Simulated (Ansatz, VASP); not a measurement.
## One calculation of AlN, two programs

```
Al N
1.0
     0.00000   -2.02217   -2.02217
     0.00000    2.02217   -2.02217
     4.04433    0.00000    0.00000
Al N
2 2
Cartesian
  0.0000 -0.1129 -2.0222
  2.0222 0.1129 0.0000
  2.0222 0.0463 -2.0222
  0.0000 1.9759 -2.0222
```

Change from the starting cell: mode 4 frozen in at -0.112 Å, equal normal strain along x, y and z +0.0083.

Alike in both runs: task single point; functional LDA; k mesh 8 × 8 × 6; occupations gaussian, width 0.05 eV; no spin polarisation.

|  | VASP | Ansatz |
| --- | --- | --- |
| version | VASP 6.6.1 | Ansatz 0.2.0 |
| potentials or method | VASP PAW LDA potentials, release 64 (Al, N) | scalar-relativistic, plane waves, PAW |
| plane-wave cutoff (eV) | 520 | 520 |
| valence electrons in the cell | 16 | 16 |

```tsv
	VASP	Ansatz	Ansatz less VASP
gap on the k mesh at the Fermi level (eV)	4.37	4.38	+0.012
least direct gap on the mesh (eV)	4.46	4.47	+0.012
pressure (GPa)	-4.9	-5.4	-0.55
largest component of the traceless stress (GPa)	1.91	1.89	-0.020
rms of the force components (eV/Å)	0.505	0.500	-0.0048
```

Atom by atom the forces differ by 0.010 eV/Å (rms over components).

Caveats: forces of over 1 eV/Å show positions far from the minimum, so gaps and moduli don't describe the material at rest. A k mesh can miss the band edges.
